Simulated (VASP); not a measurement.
# GaAs (F-43m) in VASP: notebook

The runs below take GaAs through relaxation of cell and atoms, single point, with PBE0, PBE.

All numbers are computed with VASP 6.6.1; they aren't measurements. Logs are shortened: lines on timing, memory, paths and dates and some standing lists are left out, and cuts for length are marked.

### Step 1. The crystal as given

The structure is cubic, space group F-43m (No. 216). The conventional cell has a = 5.654 Å, b = 5.654 Å, c = 5.654 Å, α = 90.00°, β = 90.00°, γ = 90.00°. Around As (site symmetry -43m) lie 4 Ga at 2.45 Å. Ga (site symmetry -43m) has 4 As at 2.45 Å as nearest neighbours.

### Step 2. Relaxation of cell and atoms, PBE0

POSCAR reads:

```
GaAs
1.0
    0.0000000000      2.8268500000      2.8268500000
    2.8268500000      0.0000000000      2.8268500000
    2.8268500000      2.8268500000      0.0000000000
As Ga
1 1
Direct
    0.7500000000      0.7500000000      0.7500000000
    0.0000000000      0.0000000000      0.0000000000
```

INCAR.step1 reads:

```
SYSTEM = GaAs
ALGO = Normal ; EDIFF = 1E-5
ENCUT = 600 ; GGA = PE
ISMEAR = -1 ; LASPH = .TRUE.
LCHARG = .FALSE. ; LREAL = .FALSE.
LWAVE = .TRUE. ; NELM = 60
PREC = Accurate ; SIGMA = 0.05
```

INCAR.step2 reads:

```
SYSTEM = GaAs
AEXX = 0.25 ; ALGO = Normal
EDIFF = 1E-6 ; EDIFFG = -0.02
ENCUT = 600 ; GGA = PE
IBRION = 2 ; ISIF = 3
ISMEAR = -1 ; ISTART = 1
LASPH = .TRUE. ; LCHARG = .FALSE.
LHFCALC = .TRUE. ; LREAL = .FALSE.
LWAVE = .FALSE. ; NELM = 60
NSW = 40 ; PREC = Accurate
PRECFOCK = Fast ; SIGMA = 0.05
```

KPOINTS reads:

```
k-points
0
G
  4 4 4
  0 0 0
```

Potentials or basis: VASP PAW PBE potentials, release 64 (As, Ga_d).

Run with:

```console
$ cat potpaw_PBE.64/As/POTCAR potpaw_PBE.64/Ga_d/POTCAR > POTCAR
$ cp INCAR.step1 INCAR
$ mpirun -np 1 vasp_std > vasp.out
$ cp INCAR.step2 INCAR
$ mpirun -np 1 vasp_std > vasp.out
```

OUTCAR:

```text
SYSTEM = GaAs
   AEXX = 0.25
   EDIFF = 1E-6
   EDIFFG = -0.02
   ENCUT = 600
   GGA = PE
   IBRION = 2
   ISIF = 3
   ISMEAR = -1
   ISTART = 1
   LASPH = .TRUE.
   LHFCALC = .TRUE.
   LREAL = .FALSE.
   NELM = 60
   NSW = 40
   PREC = Accurate
   PRECFOCK = Fast

 ion  position               nearest neighbor table
   1  0.750  0.750  0.750-   2 2.45   2 2.45   2 2.45   2 2.45
   2  0.000  0.000  0.000-   1 2.45   1 2.45   1 2.45   1 2.45

  LATTYP: Found a face centered cubic cell.
 ALAT       =     5.6537000000

  Lattice vectors:

 A1 = (   0.0000000000,   2.8268500000,   2.8268500000)
 A2 = (   2.8268500000,   0.0000000000,   2.8268500000)
 A3 = (   2.8268500000,   2.8268500000,   0.0000000000)

Analysis of symmetry for initial positions (statically):
=====================================================================
 Subroutine PRICEL returns:
 Original cell was already a primitive cell.

 Routine SETGRP: Setting up the symmetry group for a
 face centered cubic supercell.

 Subroutine GETGRP returns: Found 24 space group operations
 (whereof 24 operations were pure point group operations)
 out of a pool of 48 trial point group operations.

The static configuration has the point symmetry T_d .

Analysis of symmetry for dynamics (positions and initial velocities):
=====================================================================
 Subroutine PRICEL returns:
 Original cell was already a primitive cell.

 Routine SETGRP: Setting up the symmetry group for a
 face centered cubic supercell.

 Subroutine GETGRP returns: Found 24 space group operations
 (whereof 24 operations were pure point group operations)
 out of a pool of 48 trial point group operations.

The dynamic configuration has the point symmetry T_d .

 Subroutine INISYM returns: Found 24 space group operations
 (whereof 24 operations are pure point group operations),
 and found     1 'primitive' translations

----------------------------------------------------------------------------------------

                                     Primitive cell

  volume of cell :      45.1792

  direct lattice vectors                    reciprocal lattice vectors
     0.000000000  2.826850000  2.826850000    -0.176875321  0.176875321  0.176875321
     2.826850000  0.000000000  2.826850000     0.176875321 -0.176875321  0.176875321
     2.826850000  2.826850000  0.000000000     0.176875321  0.176875321 -0.176875321

  length of vectors
     3.997769609  3.997769609  3.997769609     0.306357042  0.306357042  0.306357042

  position of ions in fractional coordinates (direct lattice)
     0.750000000  0.750000000  0.750000000
     0.000000000  0.000000000  0.000000000

  ion indices of the primitive-cell ions
   primitive index   ion index
                 1           1
                 2           2

----------------------------------------------------------------------------------------

 KPOINTS: k-points

Automatic generation of k-mesh.
 Grid dimensions read from file:
 generate k-points for:    4    4    4

 Generating k-lattice:

  Cartesian coordinates                     Fractional coordinates (reciprocal lattice)
    -0.044218830  0.044218830  0.044218830     0.250000000  0.000000000  0.000000000
     0.044218830 -0.044218830  0.044218830     0.000000000  0.250000000  0.000000000
     0.044218830  0.044218830 -0.044218830     0.000000000  0.000000000  0.250000000

  Length of vectors
     0.076589260  0.076589260  0.076589260

  Shift w.r.t. Gamma in fractional coordinates (k-lattice)
     0.000000000  0.000000000  0.000000000

 Subroutine IBZKPT returns following result:
 ===========================================

 Found      8 irreducible k-points:

 Following reciprocal coordinates:
            Coordinates               Weight
  0.000000  0.000000  0.000000      1.000000
  0.250000  0.000000  0.000000      8.000000
  0.500000  0.000000  0.000000      4.000000
  0.250000  0.250000  0.000000      6.000000
  0.500000  0.250000  0.000000     24.000000
 -0.250000  0.250000  0.000000     12.000000
  0.500000  0.500000  0.000000      3.000000
 -0.250000  0.500000  0.250000      6.000000
   k-points           NKPTS =      8   k-points in BZ     NKDIM =     64   number of bands    NBANDS=     13
   number of dos      NEDOS =    301   number of ions     NIONS =      2
   total plane-waves  NPLWV =  32768
   dimension x,y,z NGX =    32 NGY =   32 NGZ =   32
   dimension x,y,z NGXF=    64 NGYF=   64 NGZF=   64
   ions per type =               1   1
   NGX,Y,Z   is equivalent  to a cutoff of  13.31, 13.31, 13.31 a.u.
   NGXF,Y,Z  is equivalent  to a cutoff of  26.61, 26.61, 26.61 a.u.
 SYSTEM =  GaAs
   PREC   = accura    normal or accurate (medium, high low for compatibility)
   ISTART =      1    job   : 0-new  1-cont  2-samecut
   ICHARG =      0    charge: 1-file 2-atom 10-const
   ISPIN  =      1    spin polarized calculation?
   LNONCOLLINEAR =      F non collinear calculations
   LSORBIT =      F    spin-orbit coupling
   LASPH  =      T    aspherical Exc in radial PAW
   ENCUT  =  600.0 eV  44.10 Ry    6.64 a.u.   7.98  7.98  7.98*2*pi/ulx,y,z
   NELM   =     60;   NELMIN=  2; NELMDL=  0     # of ELM steps
   EDIFF  = 0.1E-05   stopping-criterion for ELM
   LREAL  =      F    real-space projection
   EDIFFG = -.2E-01   stopping-criterion for IOM
   NSW    =     40    number of steps for IOM
   IBRION =      2    ionic relax: 0-MD 1-quasi-New 2-CG
   NFREE  =      1    steps in history (QN), initial steepest desc. (CG)
   ISIF   =      3    stress and relaxation
   ISYM   =      3    0-nonsym 1-usesym 2-fastsym
   POTIM  = 0.5000    time-step for ionic-motion
   TEBEG  =    0.0;   TEEND  =   0.0 temperature during run
   PSTRESS=    0.0 pullay stress
   NELECT =      18.0000    total number of electrons
   NUPDOWN=      -1.0000    fix difference up-down
   EMIN   =  10.00;   EMAX   =-10.00  energy-range for DOS
   EFERMI =   0.00;   METHOD = LEGACY
   ISMEAR =    -1;   SIGMA  =   0.05  broadening in eV -4-tet -1-fermi 0-gaus
   EFERMI_NEDOS =   21; number of points for ismear=-14 and -15
   IALGO  =     38    algorithm
   IMIX   =      1    mixing-type and parameters
     AMIX     =   0.40;   BMIX     =  1.00
     AMIX_MAG =   1.60;   BMIX_MAG =  1.00
  volume/ion in A,a.u.               =      22.59       152.44
  Fermi-wavevector in a.u.,A,eV,Ry     =   1.204628  2.276417 19.743799  1.451128
  Thomas-Fermi vector in A             =   2.340347
   LORBIT       =      0    0 simple, 1 ext, 2 COOP (PROOUT), +10 PAW based schemes
   GGA     = PE    functional components
   LHFCALC =     T    Hartree Fock is set to
   PRECFOCK=fast      Normal, Fast or Accurate (Low or Medium for compatibility)
   ENCUT4O =  -1.0   cutoff for four orbital integrals eV
   NKREDX  =     1    reduce k-point grid by
   NKREDY  =     1    reduce k-point grid by
   NKREDZ  =     1    reduce k-point grid by
   AEXX    =    0.2500 exact exchange contribution
   HFSCREEN=    0.0000 screening length (either q_TF or 0.3 A-1)
   HFSCREENC=   0.0000 screening length for correlation (either q_TF or 0.3 A-1)
   ENCUTFOCK=  -1.0 apply spherical cutoff to Coloumb kernel
   IVDW    =     0    specifies the selected vdW correction
   LEPSILON=     F    determine dielectric tensor
   LRPA    =     F    only Hartree local field effects (RPA)
 conjugate gradient relaxation of ions
 non-spin polarized calculation
  energy-cutoff  :      600.00
  volume of cell :       45.18
 maximum number of plane-waves:      1540
  NGX = 18; NGY = 18; NGZ = 18

--------------------------------------- Ionic step        1  -------------------------------------------

 number of electron      18.0000011 magnetization

 Free energy of the ion-electron system (eV)
  ---------------------------------------------------
  ext. energy  EPLUGINS =         0.00000000
  ---------------------------------------------------
  free energy    TOTEN  =       -10.62983597 eV

  energy without entropy =      -10.62983597  energy(sigma->0) =      -10.62983597

------------------------ aborting loop because EDIFF is reached ----------------------------------------

  FORCE on cell =-STRESS in cart. coord.  units (eV):
  Direction    XX          YY          ZZ          XY          YZ          ZX
  --------------------------------------------------------------------------------------
  -------------------------------------------------------------------------------------
  Total        0.2795548      0.2795548      0.2795548      0.0000000      0.0000000      0.0000000
  in kB        9.9137780      9.9137780      9.9137780      0.0000000      0.0000000      0.0000000
  external PRESSURE =       9.9137780 kB  Pullay stress =       0.0000000 kB
[... 57 lines left out ...]
  energy  without entropy=      -10.6309489319  energy(sigma->0) =      -10.63094893

--------------------------------------- Ionic step        3  -------------------------------------------

 number of electron      18.0000009 magnetization

 Free energy of the ion-electron system (eV)
  ---------------------------------------------------
  ext. energy  EPLUGINS =         0.00000000
  ---------------------------------------------------
  free energy    TOTEN  =       -10.63154608 eV

  energy without entropy =      -10.63154608  energy(sigma->0) =      -10.63154608

 E-fermi :   4.0813     XC(G=0):  -7.5220

 val. band max:        3.0315637215   @ k =   0.0000   0.0000   0.0000
 cond. band min:       5.1032016674   @ k =   0.0000   0.0000   0.0000
 fundamental gap:      2.0716379459
 Fermi energy:         4.0813058591

 k-point     1 :       0.0000    0.0000    0.0000
  band No.  band energies     occupation
      1     -14.3784      2.00000
      2     -14.3784      2.00000
      3     -14.3784      2.00000
      4     -14.3004      2.00000
      5     -14.3004      2.00000
      6     -10.8743      2.00000
      7       3.0316      2.00000
      8       3.0316      2.00000
      9       3.0316      2.00000
     10       5.1032      0.00000
     11       8.3132      0.00000
     12       8.3132      0.00000
     13       8.3132      0.00000
[... 139 lines left out ...]
  FREE ENERGIE OF THE ION-ELECTRON SYSTEM (eV)
  ---------------------------------------------------
  free  energy   TOTEN  =       -10.6315460807 eV

  energy  without entropy=      -10.6315460806  energy(sigma->0) =      -10.63154608

 reached required accuracy - stopping structural energy minimisation
```

Run time: 7.2 min. Hardware: 1 thread of Intel Xeon Platinum 8488C (Sapphire Rapids), shared host; peak memory 0.2 GiB.

What came out:

* Free energy: -10.6315 eV
* Relaxed volume: 22.88 Å³/atom
* Relaxed cell: a = 4.015 Å, b = 4.015 Å, c = 4.015 Å, α = 60.00°, β = 60.00°, γ = 60.00°
* Space group after relaxing (to 0.05 Å): F-43m (No. 216)
* Energy gained by relaxing: 0.9 meV/atom
* Ionic steps: 3
* Pressure after relaxing: 0.1 GPa
* Band gap on the k mesh: 2.07 eV, direct

The path:
| step | energy change (eV) | largest force (eV/Å) | pressure (GPa) | volume (Å³) |
| --- | --- | --- | --- | --- |
| 1 | 0.0000 | 0.0000 | 0.99 | 45.18 |
| 2 | -0.0011 | 0.0000 | -0.62 | 46.10 |
| 3 | -0.0017 | 0.0000 | 0.08 | 45.75 |

Final structure:
```
CELL_PARAMETERS angstrom
0.00000 2.83874 2.83874
2.83874 0.00000 2.83874
2.83874 2.83874 0.00000
ATOMIC_POSITIONS crystal
As 0.75000 0.75000 0.75000
Ga 0.00000 0.00000 0.00000
```

Levels at points of the mesh, in eV from the valence-band top:
| k point | band 7 | band 8 | band 9 | band 10 | band 11 | band 12 |
| --- | --- | --- | --- | --- | --- | --- |
| (0.00, 0.00, 0.00) | 0.00 | 0.00 | 0.00 | 2.07 | 5.28 | 5.28 |
| (0.50, 0.00, 0.00) | -7.18 | -1.22 | -1.22 | 2.47 | 6.21 | 6.21 |
| (0.50, 0.50, 0.00) | -7.37 | -2.88 | -2.88 | 2.83 | 3.08 | 12.19 |

Caveat: the k mesh is coarse (spacing up to 0.48 Å⁻¹), so the values aren't converged, least of all with exact exchange; the PAW data sets were made with another functional, which shifts forces and pressure a little.

(Continued in part 2 of 2.)
